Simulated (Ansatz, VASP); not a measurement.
## Two plane-wave programs on Ir

```xyz
1
Lattice="0.0000 1.9408 1.9408 1.9408 0.0000 1.9408 1.9408 1.9408 0.0000" Properties=species:S:1:pos:R:3 pbc="T T T"
Ir    0.0000    0.0000    0.0000
```

Change from the starting cell: volume scaled by 1.04.

Alike in both runs: task single point; functional PBE; k mesh 12 × 12 × 12; occupations fermi-dirac, width 0.05 eV; no spin polarisation.

|  | VASP | Ansatz |
| --- | --- | --- |
| version | VASP 6.6.1 | Ansatz 0.2.0 |
| potentials or method | VASP PAW PBE potentials, release 64 (Ir) | Ansatz PAW |
| plane-wave cutoff (eV) | 520 | 420 |
| valence electrons in the cell | 9 | 17 |

```tsv
	VASP	Ansatz	Ansatz less VASP
gap on the k mesh at the Fermi level (eV)	none	none	-
pressure (GPa)	-2.8	-3.3	-0.47
```

A gap of «none» marks a metal or a gap that the smearing closes. The functional is the same, so the differences come from potentials, cutoffs and numerics. The two sets of potentials don't hold the same shells in valence.

Spin-orbit coupling is left out, which matters for the levels of Ir.
